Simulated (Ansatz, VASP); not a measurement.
# One calculation of B, two programs

```
B
1.0
    -1.10604    1.10604    1.10604
     1.10604   -1.10604    1.10604
     1.10604    1.10604   -1.10604
B
1
Cartesian
  0.0000 0.0000 0.0000
```

Change from the starting cell: volume scaled by 0.88, PAW files.

Alike in both runs: task single point; functional PBE; k mesh 22 × 22 × 22; occupations fermi-dirac, width 0.1 eV; no spin polarisation.

|  | VASP | Ansatz |
| --- | --- | --- |
| version | VASP 6.6.1 | Ansatz 0.2.0 |
| potentials or method | VASP PAW PBE potentials, release 64 (B) | PAW with Ansatz's default frozen-core files, scalar-relativistic |
| plane-wave cutoff (eV) | 520 | 420 |
| valence electrons in the cell | 3 | 3 |

Ansatz gave:

| Property | Result |
| --- | --- |
| pressure (GPa) | 38.1 |

Q: What did VASP give for the same quantities?

A: Pressure (GPa): 38.0.

Caveats: so large a pressure means that the cell lies far from this level's equilibrium, or that cutoff or potentials fall short (VASP).
